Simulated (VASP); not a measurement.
BeTe:

```
CELL_PARAMETERS angstrom
0.00000 2.77000 2.77000
2.77000 0.00000 2.77000
2.77000 2.77000 0.00000
ATOMIC_POSITIONS crystal
Te 0.75000 0.75000 0.75000
Be 0.00000 0.00000 0.00000
```

- Program: VASP 6.6.1
- Task: relaxation of cell and atoms
- Functional: optPBE-vdW
- Potentials or basis: VASP PAW PBE potentials, release 64 (Te, Be)
- Cutoff: 600 eV
- k mesh: 8 × 8 × 8
- Occupations: fermi-dirac, width 0.05 eV
- Spin: no spin polarisation

At the start: pressure 5.4 GPa; volume 21.25 Å³/atom.

Problem. Where does the relaxation end?

Solution. Over 3 steps the energy falls by 28.9 meV/atom and the volume is 23.08 Å³/atom (+8.6 %); space group F-43m (No. 216, to 0.05 Å).

The path:
```csv
step,energy change (eV),largest force (eV/Å),pressure (GPa),volume (Å³)
1,0.0000,0.0000,5.43,42.51
2,-0.0548,0.0000,-1.06,47.09
3,-0.0579,0.0000,0.02,46.16
```

Final structure:
```
Te Be
1.0
     0.00000    2.84710    2.84710
     2.84710    0.00000    2.84710
     2.84710    2.84710    0.00000
Te Be
1 1
Direct
  0.75000 0.75000 0.75000
  0.00000 0.00000 0.00000
```

Caveat: the PAW data sets were made with another functional, which shifts forces and pressure a little.
